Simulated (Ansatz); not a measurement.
## Sc: from a trial structure to a relaxed crystal

The calculation used Ansatz, DFT PBE, scalar-relativistic, plane waves, PAW. Cutoff 420 eV, Γ-centred k mesh, Gaussian smearing, no spin polarisation in the final step.

Sc was placed on the omega structure type (P6/mmm, No. 191), at a guessed volume.

```
Sc
1.0
     5.47612    0.00000    0.00000
    -2.73806    4.74246    0.00000
     0.00000    0.00000    3.35710
Sc
3
Cartesian
  0.0000 0.0000 0.0000
  0.0000 3.1616 1.6785
  2.7381 1.5808 1.6785
```

Cell and atoms relax at zero pressure; the relaxation can't lower the symmetry of the start. After a coarse first stage the cell is made exact in the group found at 0.06 Å.

Energies count from the standard state of Sc at the same level.

Question: Which crystal results?

Answer: It keeps P6/mmm (No. 191). The result has the omega structure. Conventional cell: a = 5.121 Å, c = 3.233 Å. Sc on Wyckoff site a (1 atom of the primitive cell) has 14 Sc at 3.23–3.37 Å; around Sc on Wyckoff site d (2 atoms of the primitive cell) lie 3 Sc at 2.96 Å and 8 Sc at 3.23–3.37 Å.

```cif
data_structure
_symmetry_space_group_name_H-M 'P6/mmm'
_symmetry_Int_Tables_number 191
_cell_length_a 5.1215
_cell_length_b 5.1215
_cell_length_c 3.2325
_cell_angle_alpha 90.000
_cell_angle_beta 90.000
_cell_angle_gamma 120.000
_cell_volume 73.43
loop_
_atom_site_label
_atom_site_type_symbol
_atom_site_symmetry_multiplicity
_atom_site_Wyckoff_symbol
_atom_site_fract_x
_atom_site_fract_y
_atom_site_fract_z
_atom_site_occupancy
Sc1 Sc 1 a 0.00000 0.00000 0.00000 1
Sc2 Sc 2 d 0.33333 0.66667 0.50000 1
```

Question: What are its volume, energy, density and gap?

Answer: The volume per atom is 24.48 Å³. The density is 3.05 g/cm³. The energy over the standard structure is 0.06 eV/atom. The gap on the 12×12×14 mesh is 0 eV (a metal).

The final run used a 12×12×14 mesh on its 3-atom cell and 0.10 eV smearing. For metals, differences of a few meV/atom aren't resolved. Symmetry constrained the relaxation, so the result can be a saddle point.